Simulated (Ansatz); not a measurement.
Runs of Ansatz 0.2.0 on Mo. It takes space group Im-3m (No. 229, cubic). Conventional cell: a = 3.168 Å, b = 3.168 Å, c = 3.168 Å, α = 90.00°, β = 90.00°, γ = 90.00°. Around Mo (site symmetry m-3m) lie 8 Mo at 2.74 Å. 

```tsv
task	level	potentials or basis	cell	k mesh	cutoff (eV)	points for each segment of the path	atoms under strain	gap on the mesh (eV)	pressure (GPa)
relaxation of cell and atoms	PBE	Ansatz PAW	relaxed	12 × 12 × 12	420	-	-	-	0.0
band structure	PBE	PseudoDojo stringent (PBE files)	as given	12 × 12 × 12	1088	14	-	none	-1.6
elastic constants	r2SCAN	Ansatz PAW	as given	10 × 10 × 10	500	-	clamped	none	(a)
band structure	PBE	Ansatz PAW earlier set	as given	12 × 12 × 12	640	14	-	none	-1.9
```

Alike in all rows: no spin polarisation; smearing fermi-dirac 0.05 eV.

Q: Fill in the values left out.

A: (a) -4.3.

Caveats: the plane-wave basis is chosen anew once the cell has moved, so the energies of steps on either side of that aren't comparable (some runs); the cell is more than 3 GPa from zero pressure, which shifts response properties (some runs); elastic constants of metals need much finer meshes, so these are rough (some runs); the PAW data sets come from PBE, with cores solved anew for the run's functional, which leaves a small shift of forces and pressure (some runs).

A k mesh can miss the band edges, and the runs leave out spin-orbit coupling on Mo.

A gap of «none» marks a metal or a gap under the smearing width.
